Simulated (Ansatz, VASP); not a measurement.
## Pt: VASP beside Ansatz

The input INCAR:

```
SYSTEM = Pt
PREC = Accurate
ENCUT = 520
EDIFF = 1E-6
ISMEAR = 0
SIGMA = 0.15
LREAL = .False.
LASPH = .True.
NELM = 80
ALGO = Fast
ISIF = 2
LWAVE = .False.
LCHARG = .True.
GGA = PE
LELF = .True.
LVHAR = .True.
NBANDS = 11
```

KPOINTS

```
regular mesh
0
Gamma
  20 20 20
  0 0 0
```

The input POSCAR:

```
Pt
1.0
    0.0367106250      1.9579000000      1.9579000000
    1.9579000000      0.0367106250      1.9579000000
    1.9946106250      1.9946106250      0.0000000000
Pt
1
Direct
    0.0000000000      0.0000000000      0.0000000000
```

Input for Ansatz:

```yaml
crystal:
  lattice:
    - [0.036710625, 1.9579, 1.9579]
    - [1.9579, 0.036710625, 1.9579]
    - [1.994610625, 1.994610625, 0.0]
  atoms:
    - { symbol: Pt, position: [0.0, 0.0, 0.0] }
basis:
  ecutwfc: 420
kpoints:
  mp_grid: { grid: [20, 20, 20] }
hamiltonian:
  xc: pbe
scf:
  occupations: { method: gaussian, width: 0.15 }
output:
  forces: true
  stress: true
  eigenvalues: true
```

Change from the starting cell: strain +0.0375 x Voigt [0, 0, 0, 0, 0, 1], atoms carried along.

Alike in both runs: task single point; functional PBE; k mesh 20 × 20 × 20; occupations gaussian, width 0.15 eV; no spin polarisation.

```csv
,VASP,Ansatz
version,VASP 6.6.1,Ansatz 0.2.0
potentials or method,"VASP PAW PBE potentials, release 64 (Pt)","scalar-relativistic, plane waves, PAW"
plane-wave cutoff (eV),520,420
valence electrons in the cell,10,18
```

VASP gave:

* gap on the k mesh at the Fermi level (eV): none
* pressure (GPa): 11.4
* largest component of the traceless stress (GPa): 3.35

Question: What did Ansatz give for the same quantities?

Answer: gap on the k mesh at the Fermi level (eV): none; pressure (GPa): 12.0; largest component of the traceless stress (GPa): 3.34.

A gap of «none» marks a metal or a gap that the smearing closes. The two sets of potentials don't hold the same shells in valence.

The runs have no spin-orbit coupling, so splittings on Pt are missing.
